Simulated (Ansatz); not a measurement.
**Na: a single-point run**

Wanted: a converged single-point run for Na, and a check of what comes out. The structure is shown as the input types it.

Method: DFT, PBE, all-electron PAW with datasets made for the crystal, scalar-relativistic, in Ansatz 0.2.0.

## 1. Starting point

It takes space group P-1 (No. 2, triclinic). Conventional cell: a = 3.735 Å, b = 3.767 Å, c = 6.155 Å, α = 88.86°, β = 88.43°, γ = 60.86°. Around Na (site symmetry 1) lie 12 Na at 3.71 to 3.81 Å.

Cell or atoms stand a little off a more symmetric structure (P6_3/mmc at a tolerance of 0.3 Å), so results at this geometry aren't those of that ideal crystal.

Coordinates:

```
Na
1.0
     3.76700   -0.03767   -0.03767
    -1.91612    3.28115   -0.01379
    -0.06154   -0.06154    6.15400
Na
2
Direct
  0.33333 0.66667 0.25000
  0.66667 0.33333 0.75000
```

## 2. The calculation

input.yaml reads:

```yaml
crystal:
  lattice:
    - [3.7670009976, -0.03767001, -0.03767001]
    - [-1.9161236844, 3.281153565, -0.0137881806]
    - [-0.06154, -0.06154, 6.154]
  atoms:
    - { symbol: Na, position: [0.3333333333, 0.6666666667, 0.25] }
    - { symbol: Na, position: [0.6666666667, 0.3333333333, 0.75] }
kpoints:
  mp_grid: { grid: [11, 11, 6] }
scf:
  occupations: { method: fermi_dirac, width: 0.05 }
  max_iter: 75
hamiltonian:
  xc: pbe
  pseudopotentials: { kind: all_electron, datasets: crystal }
output:
  forces: true
  Stress: true
  eigenvalues: true
  efg: { contact_densities: true }
```

Run with:

```console
$ ansatz run input.yaml --threads 1 --pin off --max-ram 2048MiB --backend cpu --events-out ev --progress --plain --runs-dir out
```

Q: Will this input give a usable result? If not, why, and what should change?

The run ended at the input check. Its message: «line 19 column 3: unknown field `Stress`, expected one of write_density, write_potential, write_potential_components, volumetric_format, ...»

Look at the input: output.Stress is true. A key is misspelt, and the program accepts no key that it doesn't know.

Remedy: write the keyword in its listed form.
